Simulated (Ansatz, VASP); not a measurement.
**Sn in VASP and in Ansatz**

Contents of INCAR:

```
SYSTEM = Sn
ALGO     = Fast           ! electronic algorithm
EDIFF    = 1E-6           ! SCF threshold, eV
ENCUT    = 520            ! plane-wave cutoff, eV
GGA      = CA             ! functional
ISIF     = 2              ! what is computed and relaxed
ISMEAR   = 0              ! smearing method
LASPH    = .True.         ! aspherical terms in the spheres
LCHARG   = .False.        ! write CHGCAR
LREAL    = .False.        ! projectors in reciprocal space
LWAVE    = .False.        ! write WAVECAR
NBANDS   = 21             ! bands
NELM     = 60             ! most SCF steps
PREC     = Accurate       ! precision mode
SIGMA    = 0.1            ! smearing width, eV
```

Contents of KPOINTS:

```
k-points
0
Gamma
  12 12 12
  0 0 0
```

The input POSCAR:

```
Sn
1.0
    0.0000000000      3.2701710831      3.2701710831
    3.2701710831      0.0000000000      3.2701710831
    3.2701710831      3.2701710831      0.0000000000
Sn
2
Direct
    0.0000000000      0.0000000000      0.0000000000
    0.2500000000      0.2500000000      0.2500000000
```

Input for Ansatz:

```yaml
crystal:
  lattice:
    - [0.0, 3.2701710831, 3.2701710831]
    - [3.2701710831, 0.0, 3.2701710831]
    - [3.2701710831, 3.2701710831, 0.0]
  atoms:
    - { symbol: Sn, position: [0.0, 0.0, 0.0] }
    - { symbol: Sn, position: [0.25, 0.25, 0.25] }
basis:
  ecutwfc: 420
kpoints:
  mp_grid: { grid: [12, 12, 12] }
  band_path:
    path:
      - [0.0, 0.0, 0.0]
      - [0.5, 0.0, 0.5]
      - [0.625, 0.25, 0.625]
      - [0.375, 0.375, 0.75]
      - [0.5, 0.5, 0.5]
      - [0.5, 0.25, 0.75]
      - [0.0, 0.0, -0.5]
    npoints: 1
hamiltonian:
  xc: lda
scf:
  occupations: { method: gaussian, width: 0.1 }
  n_extra_bands: 4
output:
  forces: true
  stress: true
  eigenvalues: true
```

Alike in both runs: task single point; functional LDA; k mesh 12 × 12 × 12; occupations gaussian, width 0.1 eV; no spin polarisation.

|  | VASP | Ansatz |
| --- | --- | --- |
| version | VASP 6.6.1 | Ansatz 0.2.0 |
| potentials or method | VASP PAW LDA potentials, release 64 (Sn_d) | scalar-relativistic, plane waves, PAW |
| plane-wave cutoff (eV) | 520 | 420 |
| valence electrons in the cell | 28 | 28 |

```tsv
	VASP	Ansatz	Ansatz less VASP
gap on the k mesh at the Fermi level (eV)	none	none	-
pressure (GPa)	-1.3	-1.3	+0.03
```

A gap of «none» marks a metal or a gap that the smearing closes.
